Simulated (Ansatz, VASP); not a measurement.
## Be: VASP beside Ansatz

```
Be
1.0
     2.19150    0.00000    0.00000
     0.00000    2.19150    0.00000
     0.00000    0.00000    2.19150
Be
1
Cartesian
  0.0000 0.0000 0.0000
```

Alike in both runs: task single point; functional RPBE; k mesh 16 × 16 × 16; occupations fermi-dirac, width 0.1 eV; no spin polarisation.

|  | VASP | Ansatz |
| --- | --- | --- |
| version | VASP 6.6.1 | Ansatz 0.2.0 |
| potentials or method | VASP PAW PBE potentials, release 64 (Be) | plane waves (420 eV) with PAW, scalar-relativistic |
| plane-wave cutoff (eV) | 520 | 420 |
| valence electrons in the cell | 2 | 2 |

```csv
,VASP,Ansatz,Ansatz less VASP
pressure (GPa),0.1,0.1,+0.04
```

Caveats: the PAW data sets were made with another functional, which shifts forces and pressure a little (VASP).
